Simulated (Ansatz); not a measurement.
# In8Se8 sheet: levels of theory, part 1 of 2

The task, for In8Se8 sheet: compare levels of theory; the runs are relaxing the atoms and single point.

Program: Ansatz 0.2.0. Level of theory: DFT LDA, scalar-relativistic, plane waves, PAW, and further levels as typed in the inputs. These are calculated values, not measurements.

## Step 1: The structure to begin with

It takes space group Cm (No. 8, monoclinic). The conventional cell has a = 6.997 Å, b = 4.000 Å, c = 48.340 Å, α = 90.00°, β = 90.00°, γ = 90.00°. Se (site symmetry m) is surrounded by 3 In at 2.65 to 2.67 Å. In (site symmetry m) is surrounded by 3 Se at 2.65 to 2.67 Å and 1 In at 2.79 Å. Only part of the 16 independent sites is listed.

As a file:

```cif
data_structure
_symmetry_space_group_name_H-M 'Cm'
_symmetry_Int_Tables_number 8
_cell_length_a 6.9975
_cell_length_b 4.0000
_cell_length_c 48.3400
_cell_angle_alpha 90.000
_cell_angle_beta 90.000
_cell_angle_gamma 90.000
_cell_volume 1353.03
loop_
_atom_site_label
_atom_site_type_symbol
_atom_site_symmetry_multiplicity
_atom_site_Wyckoff_symbol
_atom_site_fract_x
_atom_site_fract_y
_atom_site_fract_z
_atom_site_occupancy
Se1 Se 2 a 0.33333 0.00000 0.18618 1
In1 In 2 a 0.00000 0.00000 0.21297 1
In2 In 2 a 0.00000 0.00000 0.27069 1
Se2 Se 2 a 0.33333 0.00000 0.29748 1
Se3 Se 2 a 0.00000 0.00000 0.35830 1
In3 In 2 a 0.16667 0.50000 0.38508 1
In4 In 2 a 0.16667 0.50000 0.44280 1
Se4 Se 2 a 0.00000 0.00000 0.46959 1
Se5 Se 2 a 0.16667 0.50000 0.53041 1
In5 In 2 a 0.33333 0.00000 0.55720 1
In6 In 2 a 0.33333 0.00000 0.61492 1
Se6 Se 2 a 0.16667 0.50000 0.64170 1
Se7 Se 2 a 0.33333 0.00000 0.70252 1
In7 In 2 a 0.00000 0.00000 0.72931 1
In8 In 2 a 0.00000 0.00000 0.78703 1
Se8 Se 2 a 0.33333 0.00000 0.81382 1
```

## Step 2: Relaxing the atoms: In8Se8 sheet, no spin

File input.yaml:

```yaml
crystal:
  lattice:
    - [4.0, 0.0, 0.0]
    - [-2.0, 3.4987426313, 0.0]
    - [0.0, 0.0, 48.34]
  atoms:
    - { symbol: Se, position: [0.3333333333, 0.6666666667, 0.1861812164] }
    - { symbol: In, position: [0.0, 0.0, 0.2129706247] }
    - { symbol: In, position: [0.0, 0.0, 0.2706868018] }
    - { symbol: Se, position: [0.3333333333, 0.6666666667, 0.2974762102] }
    - { symbol: Se, position: [0.0, 0.0, 0.3582954075] }
    - { symbol: In, position: [0.6666666667, 0.3333333333, 0.3850848159] }
    - { symbol: In, position: [0.6666666667, 0.3333333333, 0.442800993] }
    - { symbol: Se, position: [0.0, 0.0, 0.4695904013] }
    - { symbol: Se, position: [0.6666666667, 0.3333333333, 0.5304095987] }
    - { symbol: In, position: [0.3333333333, 0.6666666667, 0.557199007] }
    - { symbol: In, position: [0.3333333333, 0.6666666667, 0.6149151841] }
    - { symbol: Se, position: [0.6666666667, 0.3333333333, 0.6417045925] }
    - { symbol: Se, position: [0.3333333333, 0.6666666667, 0.7025237898] }
    - { symbol: In, position: [0.0, 0.0, 0.7293131982] }
    - { symbol: In, position: [0.0, 0.0, 0.7870293753] }
    - { symbol: Se, position: [0.3333333333, 0.6666666667, 0.8138187836] }
  periodic: [true, true, false]
scf:
  occupations: { method: gaussian, width: 0.02 }
  n_extra_bands: 6
output:
  forces: true
  stress: false
  write_density: true
  write_potential: true
  elf: true
  volumetric_format: npy
kpoints:
  mp_grid: { grid: [10, 10, 1] }
hamiltonian:
  xc: lda
relax:
  f_tol: 0.004
  max_steps: 100
```

Launch:

```sh
$ ansatz run input.yaml --threads 8 --pin off --max-ram 24576MiB --backend cpu --events-out ev --progress --plain --runs-dir out
```

The log of the run, shortened:

```text
Warning: crystal.periodic: the lattice vector that does not repeat stood 0.000° off the slab's normal, 48.340 Å along it as the deck builds it. The run solves the slab on a vector along the normal, 84.480 Å long, with every atom where it was (on the deck's vector they left 18.00 Å outside [...]
Warning: RAYON_NUM_THREADS=8 ignored (pool sized by the plan → 8); use --threads N
[...]
scf.n_extra_bands = 6 over 116 filled bands (N_el = 232.0): the run solves 122 bands
[...]
Pseudopotentials: kind: paw
Pseudopotential: Se, paw, valence charge 16, recommended cutoff 420 eV (normal), Se.paw.azcp
Pseudopotential: In, paw, valence charge 13, recommended cutoff 420 eV (normal), In.paw.azcp
Functional definition: SPW92
[...]
Crystal: 16 atoms, lattice volume = 1182.295 Å³
Basis set: ecut = 420 eV, 23211 PW (Γ)
Bands: 122, of which v1, the nominal top of the filled ones, is band 116 counted from 1 (115 counted from 0)
Symmetry: 2 space group operations
Space group: Cm (ITA 8), of the structure as read, at distance tolerance 1.1e-4 Å
k-points: 31 of 100 (time reversal used)
[...]
SCF iter   1: F=—  HF=-86730.778001 eV  |F-HF|=—  |Δ(HF+E_count)|=         —  Δρ=4.27e-3  dr2=3.30e-1  ethr=1.77e-3  ⟨swp⟩=9.3  Hψ=19257  notcnv=0
[...]
relax step   1: F+E_penalty+E_count = -86730.70148457 eV  Δ(F+E_penalty+E_count) = +0.000e0 eV  max|allowed force component| = 3.913e-1 eV/Å  Δτ_max = 0.0000 Å  (12 SCF iters, dr2 threshold 4.00e-7 eV, accepted)
[...]
relax step   3: F+E_penalty+E_count = -86730.78841591 eV  Δ(F+E_penalty+E_count) = -8.693e-2 eV  max|allowed force component| = 3.772e-2 eV/Å  Δτ_max = 0.0937 Å  (10 SCF iters, dr2 threshold 1.00e-7 eV, accepted)
[...]
WARN: The output density's exchange-correlation potential varies sharply where the density is thin. Do not read a vacuum level from v_tot or v_xc, or from such a field of the output density. On a cell that repeats whose density bears no net charge and no dipole along the vacuum's axis use [...]
  atom   6  In     0.00000000    -0.00032932    -0.00005664
  atom   7  In     0.00000000     0.00014629     0.00041276
  atom   8  Se     0.00000000    -0.00060758     0.00046935
[...]
--- Band table (eV; the first three rows and the last of 31) ---
[...]
--- Relaxed structure (10 steps of the walk, 9 accepted, 0 SCFs on fresh bases) ---
  F+E_penalty+E_count = -86730.82190502 eV   max|allowed force component| = 6.092e-4 eV/Å
  cell:  # Å, volume = 1182.2951 Å³
    - [4.0, 0.0, 0.0]
    - [-2.0, 3.4987426313, 0.0]
    - [0.0, -0.0, 84.47999999689601]
  atoms:
    - { symbol: Se, position: [0.32870296372800106, 0.6574059274560021, 0.11238883310137879] }
    - { symbol: In, position: [-0.003453304799254612, -0.006906609598509224, 0.12701782410534546] }
    - { symbol: In, position: [-0.003379673774110847, -0.006759347548221694, 0.15949401976377128] }
    - { symbol: Se, position: [0.3287115809052984, 0.6574231618105968, 0.17418536111829283] }
    - { symbol: Se, position: [-0.0017018587110670242, -0.0034037174221340483, 0.2075733550510484] }
    - { symbol: In, position: [0.6661789285150193, 0.3323578570300386, 0.22223824241843504] }
    - { symbol: In, position: [0.6660416365035736, 0.33208327300714724, 0.254727421927389] }
    - { symbol: Se, position: [-0.0018591729619134585, -0.003718345923826917, 0.2694112562375345] }
    - { symbol: Se, position: [0.6673543690885558, 0.3347087381771116, 0.30280390157210735] }
    - { symbol: In, position: [0.3352257496505879, 0.6704514993011758, 0.31747249141482653] }
    - { symbol: In, position: [0.33510266863177895, 0.6702053372635579, 0.34996017464840684] }
    - { symbol: Se, position: [0.6672038851768854, 0.33440777035377095, 0.3646394351196698] }
    - { symbol: Se, position: [0.33677543229144336, 0.6735508645828867, 0.39803396450699285] }
    - { symbol: In, position: [0.004649321120431838, 0.009298642240863676, 0.4127124679421411] }
    - { symbol: In, position: [0.004474917926910266, 0.008949835853820531, 0.4451815582223374] }
    - { symbol: Se, position: [0.33663922340785923, 0.6732784468157185, 0.45981120817003185] }
```

Wall time 5.8 min (8 threads of AMD EPYC 9R45 (Zen 5), shared host); peak memory 7.6 GiB.

The steps of the relaxation:

```csv
step,energy from step 1 (eV/cell),largest force component (eV/Å)
1,0.0000,0.3913
2,0.0266,0.4022
3,-0.0869,0.0377
4,-0.1003,0.0212
5,-0.1143,0.0107
6,-0.1196,0.0252
7,-0.1197,0.0156
8,-0.1203,0.0063
9,-0.1204,0.0037
10,-0.1204,0.0006
```

Step 1 is the start. Step 2 was tried and not accepted.

The maps below are laid out on this run's own conventional cell (a, b, c = 6.997, 4.000, 84.480 Å).

Density in a lattice plane of the grid's cell (edges 7.00 and 84.48 Å, at 0.000 of the third edge), which holds Se and In.

Values in e/Å³, 12 rows by 6 columns:
```
0.00 0.00 0.00 0.00 0.00 0.00
0.00 0.00 0.00 0.00 0.00 0.00
0.00 0.00 0.00 0.00 0.00 0.00
0.00 0.00 0.00 0.00 0.00 0.00
0.00 0.00 0.00 0.00 0.00 0.00
0.00 0.00 0.00 0.00 0.00 0.00
8.27 0.26 0.11 0.06 0.02 0.18
0.01 0.09 0.37 0.09 0.02 0.03
0.09 0.06 0.03 0.20 6.88 0.21
3.38 0.41 2.96 0.20 0.03 0.17
0.00 0.00 0.00 0.00 0.00 0.00
0.00 0.00 0.00 0.00 0.00 0.00
```
Columns run along the first of these edges and rows up along the second, over one cell in 6 and 12 even steps from the bottom left corner. Atoms in the plane (fractional): Se at (0.33, 0.11), In at (1.00, 0.13), In at (1.00, 0.16), Se at (0.33, 0.17), Se at (1.00, 0.21), In at (0.67, 0.22), In at (0.67, 0.25), Se at (1.00, 0.27), Se at (0.67, 0.30), In at (0.34, 0.32), In at (0.34, 0.35), Se at (0.67, 0.36), Se at (0.34, 0.40), In at (0.00, 0.41), In at (0.00, 0.45), Se at (0.34, 0.46).

ELF in the same plane.

Ten even steps from '0' (0.00) to '9' (0.87):
```
000000
000000
000000
000000
000000
000000
000000
000000
000000
000000
038602
271701
020263
001837
310202
960007
230003
079600
000000
000000
```
Columns run along the first of these edges and rows up along the second, over one cell in 6 and 20 even steps from the bottom left corner. Atoms in the plane (fractional): Se at (0.33, 0.11), In at (1.00, 0.13), In at (1.00, 0.16), Se at (0.33, 0.17), Se at (1.00, 0.21), In at (0.67, 0.22), In at (0.67, 0.25), Se at (1.00, 0.27), Se at (0.67, 0.30), In at (0.34, 0.32), In at (0.34, 0.35), Se at (0.67, 0.36), Se at (0.34, 0.40), In at (0.00, 0.41), In at (0.00, 0.45), Se at (0.34, 0.46).

Both are smooth fields of the valence electrons: close to the nuclei they are not physical.

Outside the cores ELF peaks at 0.88 beside Se, off the lines to its neighbours, 0.8 Å from Se; 0.81 on the Se–In line, 0.9 Å from Se; 0.80 in the shell around Se, 0.8 Å from Se.

## Step 3: Single point

It takes the final geometry of step 2.

File input.yaml:

```yaml
crystal:
  lattice:
    - [4.0, 0.0, 0.0]
    - [-2.0, 3.4987426313, 0.0]
    - [0.0, 0.0, 84.4799999969]
  atoms:
    - { symbol: Se, position: [0.3287029637, 0.6574059275, 0.1123888331] }
    - { symbol: In, position: [-0.0034533048, -0.0069066096, 0.1270178241] }
    - { symbol: In, position: [-0.0033796738, -0.0067593475, 0.1594940198] }
    - { symbol: Se, position: [0.3287115809, 0.6574231618, 0.1741853611] }
    - { symbol: Se, position: [-0.0017018587, -0.0034037174, 0.2075733551] }
    - { symbol: In, position: [0.6661789285, 0.332357857, 0.2222382424] }
    - { symbol: In, position: [0.6660416365, 0.332083273, 0.2547274219] }
    - { symbol: Se, position: [-0.001859173, -0.0037183459, 0.2694112562] }
    - { symbol: Se, position: [0.6673543691, 0.3347087382, 0.3028039016] }
    - { symbol: In, position: [0.3352257497, 0.6704514993, 0.3174724914] }
    - { symbol: In, position: [0.3351026686, 0.6702053373, 0.3499601746] }
    - { symbol: Se, position: [0.6672038852, 0.3344077704, 0.3646394351] }
    - { symbol: Se, position: [0.3367754323, 0.6735508646, 0.3980339645] }
    - { symbol: In, position: [0.0046493211, 0.0092986422, 0.4127124679] }
    - { symbol: In, position: [0.0044749179, 0.0089498359, 0.4451815582] }
    - { symbol: Se, position: [0.3366392234, 0.6732784468, 0.4598112082] }
  periodic: [true, true, false]
scf:
  occupations: { method: gaussian, width: 0.01 }
  n_extra_bands: 6
output:
  eigenvalues: true
  eigenstates: { kpoints: [[0.0, 0.0, 0.0]], top_band: c3, e_range: [-3, 4] }
kpoints:
  mp_grid: { grid: [10, 10, 1] }
hamiltonian:
  xc: lda
```

Launch:

```sh
$ ansatz run input.yaml --threads 8 --pin off --max-ram 24576MiB --backend cpu --events-out ev --progress --plain --runs-dir out
```

The log of the run, shortened:

```text
Warning: RAYON_NUM_THREADS=8 ignored (pool sized by the plan → 8); use --threads N
scf.n_extra_bands = 6 over 116 filled bands (N_el = 232.0): the run solves 122 bands
[...]
[... 4 set-up lines as earlier in the session ...]
[...]
Crystal: 16 atoms, lattice volume = 1182.295 Å³
Basis set: ecut = 420 eV, 23211 PW (Γ)
Bands: 122, of which v1, the nominal top of the filled ones, is band 116 counted from 1 (115 counted from 0)
[... 2 set-up lines as earlier in the session ...]
k-points: 31 of 100 (time reversal used)
[...]
SCF iter   1: F=—  HF=-86730.898740 eV  |F-HF|=—  |Δ(HF+E_count)|=         —  Δρ=4.29e-3  dr2=3.04e-1  ethr=1.77e-3  ⟨swp⟩=9.3  Hψ=19389  notcnv=0
[...]
SCF iter  14: F=-86730.821905 eV  HF=-86730.821905 eV  |F-HF|=2.12e-9  |Δ(HF+E_count)|=   1.05e-8  Δρ=3.93e-7  dr2=5.40e-9  ethr=4.31e-11  ⟨swp⟩=2.2  Hψ=6750  notcnv=0
[...]
NSCF: frozen V_eff on 1 k-points
SCF converged after 14 iterations
Free energy (F): -86730.821905 eV
[...]
E sigma→0 (E₀):  -86730.821905 eV
Fermi energy:    -5.273560 eV
[...]
--- Band table (eV; the first three rows and the last of 31) ---
[...]
```

Run time: 47 s. Hardware: 8 threads of AMD EPYC 9R45 (Zen 5), shared host; peak memory 7 GiB.

## Step 4: Single point: r2SCAN

It takes the final geometry of step 2.

input.yaml, as its differences from that of step 3:

```diff
@@ -32,2 +32,2 @@
 hamiltonian:
-  xc: lda
+  xc: r2scan
```

Launch:

```sh
$ ansatz run input.yaml --threads 8 --pin off --max-ram 24576MiB --backend cpu --events-out ev --progress --plain --runs-dir out
```

The log of the run, shortened:

```text
Warning: RAYON_NUM_THREADS=8 ignored (pool sized by the plan → 8); use --threads N
scf.n_extra_bands = 6 over 116 filled bands (N_el = 232.0): the run solves 122 bands
[...]
[... 1 set-up line as earlier in the session ...]
Pseudopotential: Se, paw, valence charge 16, recommended cutoff 500 eV (meta_gga), Se.paw.azcp
Pseudopotential: In, paw, valence charge 13, recommended cutoff 500 eV (meta_gga), In.paw.azcp
Functional definition: r2SCAN
[...]
Crystal: 16 atoms, lattice volume = 1182.295 Å³
Basis set: ecut = 500 eV, 30283 PW (Γ), exchange–correlation on 120×120×2500 points (64 copies of the dense FFT grid, shifted against one another)
Bands: 122, of which v1, the nominal top of the filled ones, is band 116 counted from 1 (115 counted from 0)
[... 2 set-up lines as earlier in the session ...]
k-points: 31 of 100 (time reversal used)
[...]
SCF iter   1: F=—  HF=-88730.110196 eV  |F-HF|=—  |Δ(HF+E_count)|=         —  Δρ=3.63e-3  dr2=1.32e-1  dr2_τ=6.70e-2  ethr=1.77e-3  ⟨swp⟩=9.6  Hψ=19776  notcnv=0
[...]
SCF iter  11: F=-88730.169235 eV  HF=-88730.169235 eV  |F-HF|=1.18e-8  |Δ(HF+E_count)|=   5.82e-8  Δρ=8.86e-7  dr2=9.75e-9  dr2_τ=2.71e-10  ethr=4.31e-11  ⟨swp⟩=10.9  Hψ=13101  notcnv=0
[...]
NSCF: frozen V_eff on 1 k-points
SCF converged after 11 iterations
Free energy (F): -88730.169235 eV
[...]
E sigma→0 (E₀):  -88730.169235 eV
Fermi energy:    -5.013720 eV
[...]
--- Band table (eV; the first three rows and the last of 31) ---
[...]
```

Wall time 72 s (8 threads of AMD EPYC 9R45 (Zen 5), shared host); peak memory 11 GiB.

(Continued in part 2 of 2.)
